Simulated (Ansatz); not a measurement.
# KF: a single-point run

Aim: a sound single-point run of KF. The structure is shown as the input types it. The cell is built on a prototype (zincblende) and needn't be the phase found in nature.

Computed with Ansatz 0.2.0 (density functional or hybrid calculation with the settings of its input, plane waves (as first typed), unless a step's input says otherwise).

4 further runs of the same task are left out: 2 for a known fault of the program, 2 that didn't finish.

**1. The starting structure**

Symmetry: F-43m, No. 216, cubic system. The conventional cell has a = 5.871 Å, b = 5.871 Å, c = 5.871 Å, α = 90.00°, β = 90.00°, γ = 90.00°. K (site symmetry -43m) is surrounded by 4 F at 2.54 Å. F (site symmetry -43m) has 4 K at 2.54 Å as nearest neighbours.

Coordinates:

```
CELL_PARAMETERS angstrom
0.00000 2.93540 2.93540
2.93540 0.00000 2.93540
2.93540 2.93540 0.00000
ATOMIC_POSITIONS crystal
K 0.00000 0.00000 0.00000
F 0.25000 0.25000 0.25000
```

**2. Running it**

File input.yaml:

```yaml
crystal:
  lattice:
    - [0.0, 2.935401429, 2.935401429]
    - [2.935401429, 0.0, 2.935401429]
    - [2.935401429, 2.935401429, 0.0]
  atoms:
    - { symbol: K, position: [0.0, 0.0, 0.0] }
    - { symbol: F, position: [0.25, 0.25, 0.25] }
kpoints:
  mp_grid: { grid: [4, 4, 4] }
hamiltonian:
  xc: hse06
scf:
  occupations: { method: fixed }
  n_extra_bands: 4
  max_iter: 93
output:
  forces: true
  stress: true
  eigenvalues: true
basis:
  ecutwfc: 160
```

Started as:

```sh
> ansatz run input.yaml --threads 4 --pin off --max-ram 3686MiB --backend cpu --events-out ev --progress --plain --runs-dir out
```

Q: Will this input give a usable result? If not, why, and what should change?

The program finished normally, with warnings (cutoff below recommended, stress exchange threshold loose, stress scf threshold loose). Its log warns: «basis.ecutwfc = 160 eV is below the records' recommended 420 eV ...»

The suspect setting: basis.ecutwfc is 160. The cutoff lies far under what these potentials need. The potentials' recommended cutoff is 420 eV.

To check: delete basis.ecutwfc (the default then holds).
